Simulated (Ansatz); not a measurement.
**AlGaN2: further runs on the relaxed cell**

An exercise on one series of results from a longer session: the logs are not shown, and one member is left open.

Computed with Ansatz 0.2.0 (DFT r2SCAN, scalar-relativistic, plane waves, PAW, unless a step's input says otherwise).

## The system as given

It takes space group P-4m2 (No. 115, tetragonal). Conventional cell: a = 3.139 Å, b = 3.139 Å, c = 4.422 Å, α = 90.00°, β = 90.00°, γ = 90.00°. Al (site symmetry -4m2) has 4 N at 1.89 Å as nearest neighbours. Around Ga (site symmetry -4m2) lie 4 N at 1.95 Å. N (site symmetry 2mm) is surrounded by 2 Al at 1.89 Å and 2 Ga at 1.95 Å.

Structure file:

```
Al Ga N
1.0
     3.13853    0.00000    0.00000
     0.00000    3.13853    0.00000
     0.00000    0.00000    4.42236
Al Ga N
1 1 2
Direct
  0.50000 0.50000 0.50000
  0.00000 0.00000 0.00000
  0.50000 0.00000 0.73908
  0.00000 0.50000 0.26092
```

It goes back to an entry of the Materials Project, which need not be the stable form.

It is the result of an earlier relaxation at this level (volume 10.89 Å³/atom; gap on the mesh: 3.37 eV).

The first run:

input.yaml reads:

```yaml
crystal:
  lattice:
    - [3.13852642, 0.0, 0.0]
    - [0.0, 3.13852642, 0.0]
    - [0.0, 0.0, 4.4223567315]
  atoms:
    - { symbol: Al, position: [0.5, 0.5, 0.5] }
    - { symbol: Ga, position: [0.0, 0.0, 0.0] }
    - { symbol: "N", position: [0.5, 0.0, 0.7390831713] }
    - { symbol: "N", position: [0.0, 0.5, 0.2609168287] }
basis:
  ecutwfc: 500
kpoints:
  mp_grid: { grid: [8, 8, 6] }
hamiltonian:
  xc: r2scan
scf:
  occupations: { method: gaussian, width: 0.02 }
  n_extra_bands: 16
output:
  forces: false
  stress: false
  eigenvalues: true
  optics: { e_range: [0, 14], sigma: 0.1, nscf_kmesh: { grid: [12, 12, 9] } }
checkpoint:
  read: start.run
  write: ck
  compress: false
  write_wavefunctions: false
  write_every: 100000
```

Run with:

```bash
> ansatz run input.yaml --threads 1 --pin off --max-ram 2560MiB --backend cpu --events-out ev --progress --plain --runs-dir out
```

Steps of the session up to this table: Optical spectrum; Volume × 0.97; The cell scaled to 1.03 of its volume; Volume × 0.94; Point at V/V0 = 1.06; The cell scaled to 0.91 of its volume; Point at V/V0 = 1.10; The cell scaled to 0.88 of its volume.

One table of the session follows, with a row left open; its other results are not shown here.

It belongs to the step «Energy against volume». 

```
volume (Å³/atom)  energy above the lowest point (meV/atom)  pressure (GPa)  gap on the mesh (eV)
           9.584                                     123.5           33.68                  3.92
           9.910                                      65.7           23.24                  3.90
          10.237                                         ?               ?                     ?
          10.564                                       6.6            6.61                  3.61
          10.890                                       0.0            0.01                  3.37
          11.217                                       5.9           -5.66                  3.14
          11.544                                      22.6          -10.53                  2.92
          11.979                                      58.8          -15.96                  2.65
```

**Question.** Estimate the row for volume (Å³/atom) = 10.237.

Worked estimate for «energy above the lowest point (meV/atom)». A straight line through the neighbours (9.910, 65.7) and (10.564, 6.6) gives 65.7 + (6.6 − 65.7) × (10.237 − 9.910) / (10.564 − 9.910) = 36.2; a parabola fitted to 4 rows on both sides gives 27.6.

As computed: energy above the lowest point (meV/atom): 27.7; pressure (GPa): 14.29; gap on the mesh (eV): 3.85. In «energy above the lowest point (meV/atom)» the line misses by +8.5 and the parabola by -0.1.
